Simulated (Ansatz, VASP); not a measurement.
**Si: VASP beside Ansatz**

POSCAR

```
Si
1.0
    2.5321100000      0.0000000000      0.0000000000
    0.0000000000      2.5321100000      0.0000000000
    0.0000000000      0.0000000000      2.5321100000
Si
1
Direct
    0.5000000000      0.5000000000      0.5000000000
```

File INCAR.step1:

```
ALGO = Normal
EDIFF = 1E-5
ENCUT = 520
GGA = PE
ISIF = 2
ISMEAR = -1
LASPH = T
LCHARG = F
LREAL = F
LWAVE = T
NBANDS = 8
NELM = 100
PREC = Accurate
SIGMA = 0.05
```

INCAR.step2

```
AEXX = 0.25
ALGO = Normal
EDIFF = 1E-6
ENCUT = 520
GGA = PE
HFSCREEN = 0.6
ISIF = 2
ISMEAR = -1
ISTART = 1
LASPH = T
LCHARG = F
LHFCALC = T
LREAL = F
LWAVE = F
NBANDS = 8
NELM = 100
PREC = Accurate
PRECFOCK = Normal
SIGMA = 0.05
```

Contents of KPOINTS:

```
k-points
0
Gamma
  5 5 5
```

input

```
crystal:
  lattice:
    - [2.53211, 0.0, 0.0]
    - [0.0, 2.53211, 0.0]
    - [0.0, 0.0, 2.53211]
  atoms:
    - { symbol: Si, position: [0.5, 0.5, 0.5] }
hamiltonian:
  xc: { exchange: pbe, correlation: pbe, exx: { coeff: 0.25, omega: 0.6 } }
  pseudopotentials: { kind: paw }
kpoints:
  mp_grid: { grid: [5, 5, 5] }
scf:
  occupations: { method: fermi_dirac, width: 0.05 }
output:
  forces: true
  stress: true
  eigenvalues: true
```

The cell was built by a generator and needn't be a form met in nature.

Alike in both runs: task single point; functional PBE-based screened hybrid; k mesh 5 × 5 × 5; occupations fermi-dirac, width 0.05 eV; no spin polarisation.

|  | VASP | Ansatz |
| --- | --- | --- |
| version | VASP 6.6.1 | Ansatz 0.2.0 |
| potentials or method | VASP PAW PBE potentials, release 64 (Si) | Ansatz PAW |
| plane-wave cutoff (eV) | 520 | 420 |
| valence electrons in the cell | 4 | 4 |

|  | VASP | Ansatz | Ansatz less VASP |
| --- | --- | --- | --- |
| gap on the k mesh at the Fermi level (eV) | none | none | - |
| pressure (GPa) | 2.1 | 2.2 | +0.15 |

A gap of «none» marks a metal or a gap that the smearing closes.

Caveats: the k mesh is coarse (spacing up to 0.50 Å⁻¹), so the values aren't converged (VASP); the PAW data sets were made with another functional, which shifts forces and pressure a little (VASP); the k mesh is coarse (spacing up to 0.50 Å⁻¹), so the values aren't converged, least of all with exact exchange (Ansatz); the PAW data sets come from PBE, with cores solved anew for the run's functional, which leaves a small shift of forces and pressure (Ansatz); the thresholds are loose for stress (Ansatz).
